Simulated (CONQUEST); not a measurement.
## Au under changes of volume

One of the cells (16.855 Å³/atom); the others are scaled copies at fixed shape and fractional positions:

```
CELL_PARAMETERS angstrom
2.87792 0.00000 0.00000
0.00000 2.87792 0.00000
0.00000 0.00000 4.07000
ATOMIC_POSITIONS crystal
Au 0.00000 0.00000 0.00000
Au 0.50000 0.50000 0.50000
```

| Quantity | Value |
| --- | --- |
| Program | CONQUEST 1.3 |
| Functional | PBE |
| Potentials or basis | PseudoDojo NC PBE, SZP, grid of 32 × 32 × 40 points |
| k mesh | 9 × 9 × 7 |
| Occupations | fermi-dirac, width 0.05 eV |
| Spin | no spin polarisation |

```tsv
volume (Å³/atom)	energy over the lowest point (meV/atom)	pressure (GPa)
15.843	?	?
16.181	129.17	25.0
16.518	81.90	20.0
16.855	44.78	14.9
17.192	18.58	10.5
17.529	0.00	7.2
```

What does the run at 15.843 Å³/atom give?

Energy over the lowest point 188.74 meV/atom; pressure 31.4 GPa.

Worked out: A Birch-Murnaghan fit of order 3 (a polynomial in V^(-2/3)) to the other rows has no minimum within the range. It gives 189.50 meV/atom at 15.843 Å³/atom, against the run's 188.74, and -dE/dV = 31.8 GPa, against 31.4.

Energies are extrapolated to zero smearing.

Caveats: the atomic basis is small; the basis of atomic orbitals isn't converged, which shifts pressures, moduli and gaps; the real-space grid breaks the cell's symmetry a little.
